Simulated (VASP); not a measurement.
A run of VASP 6.6.1 is set up as follows.

Contents of INCAR:

```
PREC     = Accurate       # precision mode
ENCUT    = 520            # plane-wave cutoff, eV
EDIFF    = 1E-7           # SCF threshold, eV
ISMEAR   = 0              # smearing method
SIGMA    = 0.02           # smearing width, eV
LREAL    = False          # projectors in reciprocal space
LASPH    = True           # aspherical terms in the spheres
NELM     = 60             # most SCF steps
ALGO     = Normal         # electronic algorithm
ISIF     = 2              # what is computed and relaxed
LWAVE    = False          # write WAVECAR
LCHARG   = False          # write CHGCAR
GGA      = PE             # functional
LORBIT   = 11             # projections on sites
```

File KPOINTS:

```
regular mesh
0
Gamma
  7 7 7
```

POSCAR

```
TiSi2
1.0
    0.0000000000      4.1175163063      4.2628978354
    2.3895119538      0.0000000000      4.2628978354
    2.3895119538      4.1175163063      0.0000000000
Ti Si
2 4
Direct
    0.7500000000      0.7500000000      0.7500000000
    0.5000000000      0.5000000000      0.5000000000
    0.4125656100      0.0874343900      0.4125656100
    0.0874343900      0.4125656100      0.0874343900
    0.1625656100      0.8374343900      0.1625656100
    0.8374343900      0.1625656100      0.8374343900
```

Potentials or basis: VASP PAW PBE potentials, release 64 (Ti_sv, Si).

Command:

```console
$ cat potpaw_PBE.64/Ti_sv/POTCAR potpaw_PBE.64/Si/POTCAR > POTCAR
$ mpirun -np 1 vasp_std > vasp.out
```

Predict the band gap on the k mesh.

none (metal or under the smearing width).

Estimate the largest force.

0.015 eV/Å.

What does it give for the pressure?

2.0 GPa.

Forces in eV/Å, atoms in the order of the input:
```
Ti   0.000  0.000  0.000
Ti   0.000  0.000  0.000
Si   0.000  0.015  0.000
Si   0.000 -0.015  0.000
Si   0.000  0.015  0.000
Si   0.000 -0.015  0.000
```
